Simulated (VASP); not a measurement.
Wanted: the native input for a VASP 6.6.1 run.

| Property | Result |
| --- | --- |
| Task | single point |
| Functional | PBE |
| Potentials or basis | VASP PAW PBE potentials, release 64 (Ti_sv, O) |
| Cutoff | 520 eV |
| k mesh | 6 × 6 × 9 |
| Occupations | gaussian, width 0.014 eV |
| Spin | no spin polarisation |
| Further INCAR settings | ALGO = Normal; EDIFF = 1e-06 |

The structure of TiO2 lies in POSCAR:

```
TiO2
1.0
    4.5998373239      0.0000000000      0.0000000000
    0.0000000000      4.5998373239      0.0000000000
    0.0000000000      0.0000000000      2.9592135600
Ti O
2 4
Direct
    0.0000000000      0.0000000000      0.5000000000
    0.5000000000      0.5000000000      0.0000000000
    0.3043213200      0.3043213200      0.5000000000
    0.1956786800      0.8043213200      0.0000000000
    0.8043213200      0.1956786800      0.0000000000
    0.6956786800      0.6956786800      0.5000000000
```

The cell is a database's computed one.

These files were run (other wordings do the same):

INCAR

```
SYSTEM = TiO2
ALGO = Normal
EDIFF = 1E-6
ENCUT = 520
GGA = PE
ISIF = 2
ISMEAR = 0
LASPH = .TRUE.
LCHARG = .FALSE.
LREAL = .FALSE.
LWAVE = .FALSE.
NELM = 80
PREC = Accurate
SIGMA = 0.014
```

KPOINTS

```
k-points
0
G
  6 6 9
  0 0 0
```

Potentials or basis: VASP PAW PBE potentials, release 64 (Ti_sv, O).

Run with:

```console
$ cat potpaw_PBE.64/Ti_sv/POTCAR potpaw_PBE.64/O/POTCAR > POTCAR
$ mpirun -np 1 vasp_std > vasp.out
```

Results of the run:

```
Pressure               : 4.9 GPa
Largest force          : 0.021 eV/Å
Band gap on the k mesh : 1.84 eV, direct
```

Caveat: an odd mesh through Γ misses points on the zone boundary, where band edges often lie.

Wall time 65 s on 1 thread of Intel(R) Xeon(R) Platinum 8259CL CPU @ 2.50GHz (Skylake/Cascade Lake) (shared host), peak memory 0.22 GiB.
